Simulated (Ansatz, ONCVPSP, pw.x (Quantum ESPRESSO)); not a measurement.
# From atom to crystal: ONCV potential for Ga (Z = 31)

* Element: gallium (Ga)
* Generator: ONCVPSP 4.0.1.1 (patched build)
* Type: optimised norm-conserving Vanderbilt (ONCV)
* Functional: PBEsol
* Relativity: scalar-relativistic
* Frozen core: [Ar]
* Valence charge: 13
* Reference configuration: 3d10 4s2 4p1
* Partial waves: 4s: rc 1.75 bohr, ncon 4, nbas 8, qcut 3.2 1/bohr, 2 projectors, debl 3.7 Ha; 4p: rc 1.80 bohr, ncon 4, nbas 7, qcut 3.6 1/bohr, 2 projectors, debl 1.5 Ha; 3d: rc 1.40 bohr, ncon 4, nbas 9, qcut 11.4 1/bohr, 2 projectors, debl 2.3 Ha; f scattering state at 0.19 Ha: rc 1.90 bohr, ncon 4, nbas 7, qcut 6.5 1/bohr, 2 projectors, debl 2.3 Ha
* Local potential: polynomial inside 1.30 bohr (lpopt 2, dvloc0 1 Ha)
* Core correction: polynomial model core, fcfact 0.35

Atomic tests: cutoffs needed: 53 Ha and 59 Ha (the cutoffs (Ha) at which the residual kinetic energy of the hardest occupied pseudo-wave falls to 1 and 0.1 mHa per electron); ghost test: no bound ghost flagged; GHOST(+) flagged for s at 164.8 eV; configuration tests: 1 of 4 tests not solved or not reliable.

Crystal test: bcc Ga in pw.x 7.5, no spin, 14³ k-points, Fermi–Dirac smearing 0.01 Ry, cutoffs 135/540 Ry. The reference is all-electron LAPW (Ansatz 0.2.0) with the same functional, mesh and smearing; V0 and B0 come from Birch–Murnaghan fits to the pressures at five volumes. Errors are pseudo minus all-electron; Δ is the rms difference of the E(V) curves that follow from these fits, minima aligned, over ±6 % about the mean V0. Mesh and smearing are coarse, so the numbers serve the comparison and aren't converged zero-temperature values; the lattice is a test structure that the element need not adopt.

```
V (Å³/atom)  P all-electron (GPa)  P pseudo (GPa)
     17.214                  2.71            2.63
     17.667                  0.93            0.86
     18.120                 -0.58           -0.65
     18.573                 -1.88           -1.94
     19.026                 -2.99           -3.05
```

All-electron: a0 = 3.298 Å (V0 = 17.94 Å³/atom), B0 = 59.1 GPa.

Pseudopotential: mean pressure error (GPa): -0.07; a0 (Å): 3.297; a0 error (%): -0.04; B0 error (%): +0.3; Δ (meV/atom): 0.3. Atomic configuration tests: 1 of 4 tests not solved or not reliable.

**Question.** At the middle volume, how do free energy and pressure move when the wave cutoff is lowered (ecutrho kept at four times it)?

**Answer.**

```
cutoff (Ry)  shift of F (meV/atom)  shift of P (GPa)
         61               +62143.3          -1692.92
         81                +9751.1           -517.27
        108                 +199.6            -23.77
```

Input at the middle volume:

```
&control
  calculation='scf', prefix='x', pseudo_dir='./', outdir='./tmp', tstress=.true., disk_io='low'
/
&system
  ibrav=0, nat=1, ntyp=1, ecutwfc=135, ecutrho=540, nbnd=14,
  occupations='smearing', smearing='fd', degauss=0.01
/
&electrons
  conv_thr=1e-09, mixing_beta=0.4, electron_maxstep=70
/
ATOMIC_SPECIES
Ga 1.0 Ga.UPF
CELL_PARAMETERS angstrom
  -1.65462431 1.65462431 1.65462431
  1.65462431 -1.65462431 1.65462431
  1.65462431 1.65462431 -1.65462431
ATOMIC_POSITIONS crystal
Ga 0.0000 0.0000 0.0000
K_POINTS automatic
14 14 14 0 0 0
```

```bash
pw.x < Ga.scf.in > Ga.scf.out
```

Lines of the output:

```
Message from routine setup:
     using ibrav=0 with symmetry is DISCOURAGED, use correct ibrav instead
     lattice parameter (alat)  =       5.4158  a.u.
     unit-cell volume          =     122.2798 (a.u.)^3
     number of electrons       =        13.00
     number of Kohn-Sham states=           14
     kinetic-energy cutoff     =     135.0000  Ry
     charge density cutoff     =     540.0000  Ry
     scf convergence threshold =      1.0E-09
     Exchange-correlation= PBESOL
     number of k points=   104  Fermi-Dirac smearing, width (Ry)=  0.0100
     iteration #  1     ecut=   135.00 Ry     beta= 0.40
     total energy              =    -153.79419704 Ry
     estimated scf accuracy    <       0.00770310 Ry
     iteration #  2     ecut=   135.00 Ry     beta= 0.40
     total energy              =    -153.79478829 Ry
     estimated scf accuracy    <       0.00089342 Ry
     iteration #  3     ecut=   135.00 Ry     beta= 0.40
     total energy              =    -153.79482967 Ry
     estimated scf accuracy    <       0.00015216 Ry
     iteration #  4     ecut=   135.00 Ry     beta= 0.40
     total energy              =    -153.79483794 Ry
     estimated scf accuracy    <       0.00000316 Ry
     iteration #  5     ecut=   135.00 Ry     beta= 0.40
     total energy              =    -153.79483877 Ry
     estimated scf accuracy    <       0.00000019 Ry
     iteration #  6     ecut=   135.00 Ry     beta= 0.40
     total energy              =    -153.79483881 Ry
     estimated scf accuracy    <       0.00000001 Ry
     iteration #  7     ecut=   135.00 Ry     beta= 0.40
     total energy              =    -153.79483881 Ry
     estimated scf accuracy    <          1.7E-09 Ry
     iteration #  8     ecut=   135.00 Ry     beta= 0.40
     the Fermi energy is    10.5024 ev
!    total energy              =    -153.79483881 Ry
     estimated scf accuracy    <          5.1E-10 Ry
     smearing contrib. (-TS)   =      -0.00177950 Ry
     The total energy is F=E-TS. E is the sum of the following terms:
     one-electron contribution =     -73.26279537 Ry
     hartree contribution      =      50.00539545 Ry
     xc contribution           =     -32.18701983 Ry
     ewald contribution        =     -98.34863955 Ry
     convergence has been achieved in   8 iterations
          total   stress  (Ry/bohr**3)                   (kbar)     P=       -6.51
```

The run at the middle volume (104 k-points, 8 iterations) took about 2.8 min on one core of a shared host (Neoverse-N1, 64 threads, 124 GiB, load 54).
